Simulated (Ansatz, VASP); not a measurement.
# One calculation of Zn, two programs

```
Zn
1.0
     2.59268    0.00000    0.00000
    -1.29634    2.24533    0.00000
     0.00000    0.00000    4.89507
Zn
2
Direct
  0.33333 0.66667 0.25000
  0.66667 0.33333 0.75000
```

Alike in both runs: functional PBEsol; k mesh 18 × 18 × 8; occupations gaussian, width 0.1 eV; no spin polarisation.

Ansatz relaxed the structure, and its values are those at the end. VASP's run is a single point on that final structure, the one shown.

```csv
,VASP,Ansatz
version,VASP 6.6.1,Ansatz 0.2.0
potentials or method,"VASP PAW PBE potentials, release 64 (Zn)","scalar-relativistic, plane waves, PAW"
plane-wave cutoff (eV),520,420
valence electrons in the cell,24,24
```

```tsv
	VASP	Ansatz	Ansatz less VASP
gap on the k mesh at the Fermi level (eV)	none	none	-
pressure (GPa)	0.5	0.0	-0.48
```

A gap of «none» marks a metal or a gap that the smearing closes. The functional is the same, so the differences come from potentials, cutoffs and numerics.

Caveats: the PAW data sets were made with another functional, which shifts forces and pressure a little (VASP).
